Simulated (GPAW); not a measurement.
Set up this calculation in GPAW 26.7.0, as an ASE script.

```
Task                : single point
Functional          : GLLB-SC
Potentials or basis : the program's PAW data sets (release 1.2.1) made for this functional
Cutoff              : 500 eV
Basis               : pw
k mesh              : 7 × 7 × 7
Occupations         : fermi-dirac, width 0.05 eV
Spin                : no spin polarisation
Maxiter             : 120
Convergence         : default
```

The structure of AlPt lies in AlPt.cif:

```cif
data_AlPt
_cell_length_a 3.09154600
_cell_length_b 3.09154600
_cell_length_c 3.09154600
_cell_angle_alpha 90.00000000
_cell_angle_beta 90.00000000
_cell_angle_gamma 90.00000000
_space_group_name_H-M_alt 'P1'
_space_group_name_Hall 'P 1'
_space_group_IT_number 1
loop_
_space_group_symop_operation_xyz
'x,y,z'
loop_
_atom_site_label
_atom_site_type_symbol
_atom_site_symmetry_multiplicity
_atom_site_Wyckoff_symbol
_atom_site_fract_x
_atom_site_fract_y
_atom_site_fract_z
_atom_site_occupancy
Pt1 Pt 1 a 0.5000000000 0.5000000000 0.5000000000 1
Al1 Al 1 a 0.0000000000 0.0000000000 0.0000000000 1
```

Measurements of this composition are mostly on another form, of space group No. 198.

The input as run:

run.py

```python
from ase.dft.bandgap import bandgap
from ase.io import read, write
from gpaw import GPAW, PW

atoms = read('AlPt.cif')

calc = GPAW(mode=PW(500),
            xc='GLLBSC',
            kpts={'size': (7, 7, 7), 'gamma': True},
            occupations={'name': 'fermi-dirac', 'width': 0.05},
            nbands=20,
            maxiter=120,
            txt='gpaw.txt')
atoms.calc = calc
energy = atoms.get_potential_energy()
calc.write('gs.gpw')
write('result.traj', atoms)
print('Fermi level:', round(calc.get_fermi_level(), 4), 'eV')
print(f'Gap: {bandgap(calc)[0]:.4f} eV, direct: {bandgap(calc, direct=True)[0]:.4f} eV')
```

Potentials or basis: the program's PAW data sets (release 1.2.1) made for this functional, pw.

Command:

```sh
$ OMP_NUM_THREADS=1 python run.py
```

It gave:

```yaml
Band_gap_on_the_k_mesh_Kohn-Sham_part_alone: none (metal or under the smearing width)
```

Caveat: a model potential gives levels but no total energy.

Wall time 6.2 s on 1 thread of Arm Neoverse V1 (shared host), peak memory 0.13 GiB.
